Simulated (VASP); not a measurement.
Wanted: the native input for a VASP 6.6.1 run.

* Task: density of states
* Functional: LDA
* Potentials or basis: VASP PAW LDA potentials, release 64 (Bi_d, Te)
* Cutoff: 520 eV
* k mesh: 7 × 7 × 7
* Occupations: gaussian, width 0.02 eV
* Spin: no spin polarisation
* k mesh for the DOS: 11 × 11 × 11
* Occupations for the DOS: tetrahedron
* Further INCAR settings: ALGO = Normal; EDIFF = 1e-07; NBANDS = 18

The system is BiTe.

```
CELL_PARAMETERS angstrom
2.42271 1.39875 3.31729
-2.42271 1.39875 3.31729
0.00000 -2.79750 3.31729
ATOMIC_POSITIONS crystal
Bi 0.50000 0.50000 0.50000
Te 0.00000 0.00000 0.00000
```

The cell comes from a database or a generator and needn't be the stable form of this composition.

One way to write it, as run:

POSCAR

```
BiTe
1.0
    2.4227077728      1.3987509848      3.3172919545
   -2.4227077728      1.3987509848      3.3172919545
    0.0000000000     -2.7975019696      3.3172919545
Bi Te
1 1
Direct
    0.5000000000      0.5000000000      0.5000000000
    0.0000000000      0.0000000000      0.0000000000
```

INCAR.step1

```
PREC = Accurate
ENCUT = 520
EDIFF = 1E-7
ISMEAR = 0
SIGMA = 0.02
LREAL = F
LASPH = T
NELM = 80
ALGO = Normal
ISIF = 2
LWAVE = F
LCHARG = T
NBANDS = 18
```

KPOINTS.step1

```
Automatic mesh
0
Gamma
  7 7 7
```

INCAR.step2

```
PREC = Accurate
ENCUT = 520
EDIFF = 1E-7
ISMEAR = -5
SIGMA = 0.02
LREAL = F
LASPH = T
NELM = 80
ALGO = Normal
ISIF = 2
LWAVE = F
LCHARG = F
LORBIT = 11
NBANDS = 18
NEDOS = 1001
ICHARG = 11
```

KPOINTS.step2

```
Automatic mesh
0
Gamma
  11 11 11
```

Potentials or basis: VASP PAW LDA potentials, release 64 (Bi_d, Te).

Run with:

```sh
$ cat potpaw_LDA.64/Bi_d/POTCAR potpaw_LDA.64/Te/POTCAR > POTCAR
$ cp INCAR.step1 INCAR
$ cp KPOINTS.step1 KPOINTS
$ mpirun -np 1 vasp_std > vasp.out
$ cp INCAR.step2 INCAR
$ cp KPOINTS.step2 KPOINTS
$ mpirun -np 1 vasp_std > vasp.out
```

It gave:

* Valence electrons inside the program's atomic spheres: Bi 12.69; Te 3.33

Caveat: spin-orbit coupling is left out, which moves the levels of the heavy elements.

It took 2.6 min on 1 thread of Intel(R) Xeon(R) Platinum 8259CL CPU @ 2.50GHz (Skylake/Cascade Lake), with other jobs on the host, peak memory 0.28 GiB.
